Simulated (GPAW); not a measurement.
# Zr in GPAW: single point with OLYP

Aim: the single point of Zr with OLYP.

All numbers are computed with GPAW 26.7.0; they aren't measurements. Logs are shortened: lines on timing, memory, paths and dates and some standing lists are left out, and cuts for length are marked. The log counts tension as positive stress, the text compression.

## Step 1: The cell of the first run

The cell holds a slab with vacuum, 5 atoms: a = 3.189 Å, b = 3.189 Å, c = 24.020 Å, α = 90.00°, β = 90.00°, γ = 90.00°.

## Step 2: Single point, OLYP (the (1 0 0) slab of Zr, cut from the database cell, not relaxed)

Input file run.py:

```python
import numpy as np
from ase import Atoms
from ase.dft.bandgap import bandgap
from ase.io import write
from ase.units import Bohr
from gpaw import GPAW, PW, setup_paths
from gpaw.elf import elf_from_dft_calculation

setup_paths.insert(0, '.')

atoms = Atoms(['Zr', 'Zr', 'Zr', 'Zr', 'Zr'],
              cell=[[3.1890515832, 0, 0.0],
                    [0, 3.1890515832, 0.0],
                    [0.0, 0.0, 24.02]],
              scaled_positions=[[0.5, 0.5, 0.3122398002],
                                [0.0, 0.0, 0.4061199001],
                                [0.5, 0.5, 0.5],
                                [0.0, 0.0, 0.5938800999],
                                [0.5, 0.5, 0.6877601998]],
              pbc=True)

calc = GPAW(mode=PW(450),
            xc='GGA_X_OPTX+GGA_C_LYP',
            kpts={'size': (8, 8, 1), 'gamma': True},
            occupations={'name': 'fermi-dirac', 'width': 0.05},
            nbands=54,
            convergence={'density': 1e-05, 'energy': 1e-05},
            eigensolver='davidson',
            maxiter=150,
            txt='gpaw.txt')
atoms.calc = calc
energy = atoms.get_potential_energy()
forces = atoms.get_forces()
calc.write('gs.gpw')
write('result.traj', atoms)
print(f'Energy: {energy:.6f} eV')
print('Forces (eV/A):')
print(forces.round(4))
print('Fermi level:', round(calc.get_fermi_level(), 4), 'eV')
print(f'Gap: {bandgap(calc)[0]:.4f} eV, direct: {bandgap(calc, direct=True)[0]:.4f} eV')

v = calc.get_electrostatic_potential().mean(axis=(0, 1))
z = np.arange(len(v)) * atoms.cell[2, 2] / len(v)
ef = calc.get_fermi_level()
np.savetxt('planar.dat', np.c_[z, v], fmt='%.4f')
below, above = np.interp([1.5, atoms.cell[2, 2] - 1.5], z, v) - ef
print(f'Work functions: bottom {below:.4f} eV, top {above:.4f} eV')
print('Dipole moment:', *calc.get_dipole_moment().round(5), 'e A')

# fields on the real-space grid
write('density.cube', atoms, data=calc.get_pseudo_density() * Bohr**3)
write('potential.cube', atoms, data=calc.get_electrostatic_potential())
write('elf.cube', atoms, data=elf_from_dft_calculation(calc).data)
```

Potentials or basis: PAW data sets generated in the run's folder for this functional, pw.

The run is started by

```
$ gpaw-setup -f GGA_X_OPTX+GGA_C_LYP Zr
$ OMP_NUM_THREADS=1 python run.py
```

gpaw.txt:

```text
__  _  _
 | _ |_)|_||  |
 |__||  | ||/\| - 26.7.0

Input parameters:
  mode=PW(ecut=450.00000000000006),
  convergence={'density': 1e-05, 'energy': 1e-05},
  eigensolver=Davidson(niter=2),
  kpts=MonkhorstPack(size=(8, 8, 1), gamma=True),
  maxiter=150,
  nbands=54,
  occupations=Occupations(name='fermi-dirac', width=0.05),
  xc=XC(name='GGA_X_OPTX+GGA_C_LYP')

Diagonalizing LCAO Hamiltonian
Converting LCAO to pw mode
   .-------.
  /|       |
 * |       |
 | |       |
 | |       |
 | |       |
 | |       |
 | |       |
 | |       |
 | |       |
 | |  Zr   |
 | |       |
 | |       |
 | |       |
 Zr|       |
 | |       |
 | |  Zr   |
 | |       |
 | |       |
 | |       |
 Zr|       |
 | |       |
 | |  Zr   |
 | |       |
 | |       |
 | |       |
 | |       |
 | |       |
 | |       |
 | |       |
 | .-------.
 |/       /
 *-------*

Atoms  # Å, Bohr magnetons
|   | symbol |        x |        y |         z |    initial magnetic moments |
|---|--------|----------|----------|-----------|-----------------------------|
| 0 |     Zr | 1.594526 | 1.594526 |  7.500000 | ( 0.0000,  0.0000,  0.0000) |
| 1 |     Zr | 0.000000 | 0.000000 |  9.755000 | ( 0.0000,  0.0000,  0.0000) |
| 2 |     Zr | 1.594526 | 1.594526 | 12.010000 | ( 0.0000,  0.0000,  0.0000) |
| 3 |     Zr | 0.000000 | 0.000000 | 14.265000 | ( 0.0000,  0.0000,  0.0000) |
| 4 |     Zr | 1.594526 | 1.594526 | 16.520000 | ( 0.0000,  0.0000,  0.0000) |

Unit cell  # Å
| periodic |        x |        y |         z |   lengths |    angles |
|----------|----------|----------|-----------|-----------|-----------|
|      yes | 3.189052 | 0.000000 |  0.000000 |  3.189052 | 90.000000 |
|      yes | 0.000000 | 3.189052 |  0.000000 |  3.189052 | 90.000000 |
|      yes | 0.000000 | 0.000000 | 24.020000 | 24.020000 | 90.000000 |

Number of symmetries: 16
Symmetry operations  # r_c * U_cc + t_c -> r_c
|    | kind |            matrix            |
|----|------|------------------------------|
|  0 |  E   |  1, 0, 0,  0, 1, 0,  0, 0, 1 |
|  1 |  σ   |  1, 0, 0,  0, 1, 0,  0, 0,-1 |
|  2 |  σ   |  1, 0, 0,  0,-1, 0,  0, 0, 1 |
|  3 |  C2  |  1, 0, 0,  0,-1, 0,  0, 0,-1 |
|  4 |  σ   |  0, 1, 0,  1, 0, 0,  0, 0, 1 |
|  5 |  C2  |  0, 1, 0,  1, 0, 0,  0, 0,-1 |
|  6 |  C4  |  0, 1, 0, -1, 0, 0,  0, 0, 1 |
|  7 |  S4  |  0, 1, 0, -1, 0, 0,  0, 0,-1 |
|  8 |  C4  |  0,-1, 0,  1, 0, 0,  0, 0, 1 |
|  9 |  S4  |  0,-1, 0,  1, 0, 0,  0, 0,-1 |
| 10 |  σ   |  0,-1, 0, -1, 0, 0,  0, 0, 1 |
| 11 |  C2  |  0,-1, 0, -1, 0, 0,  0, 0,-1 |
| 12 |  σ   | -1, 0, 0,  0, 1, 0,  0, 0, 1 |
| 13 |  C2  | -1, 0, 0,  0, 1, 0,  0, 0,-1 |
| 14 |  C2  | -1, 0, 0,  0,-1, 0,  0, 0, 1 |
| 15 |  i   | -1, 0, 0,  0,-1, 0,  0, 0,-1 |

BZ-sampling:
  Number of BZ points: 64
  Number of IBZ points: 15

  Monkhorst-Pack size: [8, 8, 1]
  Monkhorst-Pack shift: [0.0625, 0.0625, 0.0]

K-points  # in reciprocal-cell coordinates
|     |                                coordinates |     weight |
|-----|--------------------------------------------|------------|
|   0 | (  0.00000000,   0.00000000,   0.00000000) | 0.01562500 |
|   1 | (  0.12500000,   0.00000000,   0.00000000) | 0.06250000 |
|   2 | (  0.12500000,   0.12500000,   0.00000000) | 0.06250000 |
|   3 | (  0.25000000,   0.00000000,   0.00000000) | 0.06250000 |
|   4 | (  0.25000000,   0.12500000,   0.00000000) | 0.12500000 |
|   5 | (  0.25000000,   0.25000000,   0.00000000) | 0.06250000 |
|   6 | (  0.37500000,   0.00000000,   0.00000000) | 0.06250000 |
|   7 | (  0.37500000,   0.12500000,   0.00000000) | 0.12500000 |
|   8 | (  0.37500000,   0.25000000,   0.00000000) | 0.12500000 |
|   9 | (  0.37500000,   0.37500000,   0.00000000) | 0.06250000 |
| ... |                                            |            |
|  14 | (  0.50000000,   0.50000000,   0.00000000) | 0.01562500 |

Plane wave coefficients: 5333
Cutoff: 450.00000000000006 eV

Spin-components: 1 (collinear spins)
Bands:           54
Projectors:      30
Spin-degeneracy: 2
Datatype:        complex128

Parallelization:
  kpt:    1
  domain: 1
  band:   1

Density:
  Valence electrons: 60.0
  Components: 1
  Grid points: [ 16  16 120]
  Charge: 0.0  # |e|

Potential:
  Grid points: [ 16  16 120]

species:
  Zr:
    name:    Zirconium
    Z:       40.0
    valence: 12
    core:    28
    charge:  0.0  # [|e|]
    compensation charges:
      type: gauss
      rc: 0.40  # [Å]
      lmax: 2
    cutoffs:
      filter: 2.39  # [Å]
      core: 1.59  # [Å]
    projectors
    | kind |    occ | energy [eV] | rcut [Å] |
    |------|--------|-------------|----------|
    |   4s |  2.000 |     -54.572 |    1.323 |
    |   5s |  2.000 |      -4.119 |    1.323 |
    |   4p |  6.000 |     -32.554 |    1.334 |
    |   5p |  0.000 |      -1.300 |    1.334 |
    |   4d |  2.000 |      -3.463 |    1.244 |
    |    d |        |      23.748 |    1.244 |

    Using partial waves for Zr as LCAO basis

Reference energy: -489667.122716  # eV

eigensolver:
  Davidson
  Converge bands: occupied
  niter=2

density mixing:
  MSR1-Mixer
  Pratt-step length: 0.05
  Maximum mixing coefficient: 0.75
  Old densities: 10
  SVD Regularization: 0.005
  Good broyden scale: 1.0
  Trust region scale: 1.0
  Backstep threshold: 4.0
  History deletion threshold: 6.0
  Fourier metric: weight=20.0, sigma=0.015

occupation numbers:
  Fermi-Dirac:
    width: 0.0500  # eV

poisson solver:
  ecut: 3600.0000000000005  # eV

xc functional:
  name: GGA_X_OPTX+GGA_C_LYP with 2 nearest neighbor stencil

convergence criteria:
- Maximum integral of absolute [dens]ity change: 1e-05 electrons / valence electron
- Maximum [total energy] change in last 3 cyles: 1e-05 eV / valence electron
- Maximum integral of absolute [eigenst]ate change: 4e-08 eV^2 / valence electron
maximum number of iterations: 150

SCF iterations
|iter     | |      energy | eigst |  dens |
|---------|-|-------------|-------|-------|
|iter:   1| |  -34.649790 | +0.07 |       |
|iter:   2| |  -33.567853 | -0.72 | -1.05 |
|iter:   3| |  -32.681703 | -1.53 | -1.09 |
|iter:   4| |  -33.217978 | -1.30 | -1.20 |
|iter:   5| |  -31.741156 | -2.01 | -1.13 |
|iter:   6| |  -31.679048 | -1.86 | -1.48 |
|iter:   7| |  -31.571984 | -2.24 | -1.60 |
|iter:   8| |  -31.578243 | -2.87 | -1.92 |
|iter:   9| |  -31.591277 | -3.40 | -2.19 |
|iter:  10| |  -31.583283 | -4.04 | -2.29 |
|iter:  11| |  -31.583097 | -4.70 | -2.94 |
|iter:  12| |  -31.582811c| -4.82 | -3.09 |
|iter:  13| |  -31.582827c| -5.56 | -3.64 |
|iter:  14| |  -31.582837c| -6.21 | -4.20 |
|iter:  15| |  -31.582838c| -6.83 | -5.07c|
|iter:  16| |  -31.582838c| -7.38 | -5.20c|
|iter:  17| |  -31.582838c| -7.94c| -5.23c|

Converged in 17 steps
Energy contributions relative to reference atoms: (reference = -489667.122716)

Energy contributions:
  Kinetic:           6.572957
  Coulomb:          -9.632191
  Zero:              1.258920
  External:          0.000000
  Xc:              -29.744374
  Entropy:          -0.076302
  Spinorbit:         0.000000
  ----------------------------
  Free energy:     -31.620989
  Extrapolated:    -31.582838

dipole moment: (-23.142460, -23.142460, 0.000012)  # |e|*Ang

Fermi level: 2.870
Eigenvalues  # (at kpt = [0.000, 0.000, 0.000])
| band index |      eig [eV] | occ [0-2] |
|------------|---------------|-----------|
|          0 |       -46.328 |     2.000 |
|        ... |               |           |
|         21 |        -1.441 |     2.000 |
|         22 |        -0.483 |     2.000 |
|         23 |         0.040 |     2.000 |
|         24 |         0.109 |     2.000 |
|         25 |         0.851 |     2.000 |
|         26 |         1.287 |     2.000 |
[... 8 lines left out ...]
|         35 |         4.578 |     0.000 |
|         36 |         4.578 |     0.000 |
|        ... |               |           |
|         53 |         7.934 |     0.000 |

No gap
No difference between direct/indirect transitions

Forces  # eV/Ang
|        x |        y |        z |
|----------|----------|----------|
| -0.00000 |  0.00000 |  0.64445 |  # Zr   0
|  0.00000 |  0.00000 | -0.74253 |  # Zr   1
| -0.00000 |  0.00000 |  0.00000 |  # Zr   2
| -0.00000 | -0.00000 |  0.74253 |  # Zr   3
| -0.00000 |  0.00000 | -0.64445 |  # Zr   4

# Writing to gs.gpw (mode='')
```

Wall time 46 s (1 thread of Intel Xeon 6975P-C (Granite Rapids), shared host); peak memory 0.26 GiB.

Results:

```yaml
Free_energy: -31.6210 eV
Largest_force: 0.743 eV/Å
Band_gap_on_the_k_mesh: none (metal or under the smearing width)
Dipole_across_the_slab: 0.00 e·Å
Work_function_of_the_upper_face: 3.26 eV
Work_function_of_the_lower_face: 3.26 eV
```

Forces on the atoms (eV/Å):
```
Zr   0.000  0.000  0.644
Zr   0.000  0.000 -0.743
Zr   0.000  0.000  0.000
Zr   0.000  0.000  0.743
Zr   0.000  0.000 -0.644
```

Levels at points of the mesh, in eV from the Fermi level:
| k point | band 27 | band 28 | band 29 | band 30 | band 31 | band 32 | band 33 | band 34 |
| --- | --- | --- | --- | --- | --- | --- | --- | --- |
| (0.00, 0.00, 0.00) | -1.58 | -0.93 | -0.09 | 0.08 | 0.17 | 0.69 | 1.18 | 1.18 |
| (0.50, 0.00, 0.00) | -0.18 | -0.10 | 0.18 | 0.23 | 0.42 | 0.47 | 0.68 | 0.87 |
| (0.50, 0.50, 0.00) | -1.68 | -1.25 | -1.25 | -0.20 | -0.20 | 1.22 | 1.22 | 2.30 |

Caveat: there is no dipole correction.
